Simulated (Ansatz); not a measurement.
# BP under changes of volume

One of the cells (11.682 Å³/atom); the others are scaled copies at fixed shape and fractional positions:

```
P B
1.0
     0.00000    2.26900    2.26900
     2.26900    0.00000    2.26900
     2.26900    2.26900    0.00000
P B
1 1
Cartesian
  3.4035 3.4035 3.4035
  0.0000 0.0000 0.0000
```

| Property | Result |
| --- | --- |
| Program | Ansatz 0.2.0 |
| Functional | PBEsol |
| Potentials or basis | all-electron LAPW, scalar-relativistic |
| Cutoff | 310 eV (chosen from the basis error) |
| Basis error allowed | 0.0005 eV/atom |
| k mesh | 10 × 10 × 10 |
| Occupations | fermi-dirac, width 0.05 eV |
| Spin | no spin polarisation |

```tsv
volume (Å³/atom)	energy over the lowest point (meV/atom)	pressure (GPa)	gap on the mesh (eV)
10.981	15.11	9.2	1.06
11.214	4.69	5.1	1.08
11.448	0.00	1.4	1.11
11.682	?	?	?
11.915	5.74	-5.1	1.16
12.149	15.25	-7.9	1.19
12.383	28.66	-10.4	1.21
```

Problem. What does the run at 11.682 Å³/atom give?

Solution. Energy over the lowest point 0.51 meV/atom; pressure -2.0 GPa; gap on the mesh 1.14 eV.

Worked out: A Birch-Murnaghan fit of order 3 (a polynomial in V^(-2/3)) to the other rows has its minimum at 11.54 Å³/atom with B0 = V·E''(V) = 169 GPa and B' = 3.9. It gives 0.52 meV/atom at 11.682 Å³/atom, against the run's 0.51, and -dE/dV = -2.0 GPa, against -2.0. A straight line through the other rows of the gap, of slope 1.28 eV per unit of ln V, gives 1.14 eV, against the run's 1.14.

Energies are extrapolated to zero smearing.

A mesh can miss the band edges.
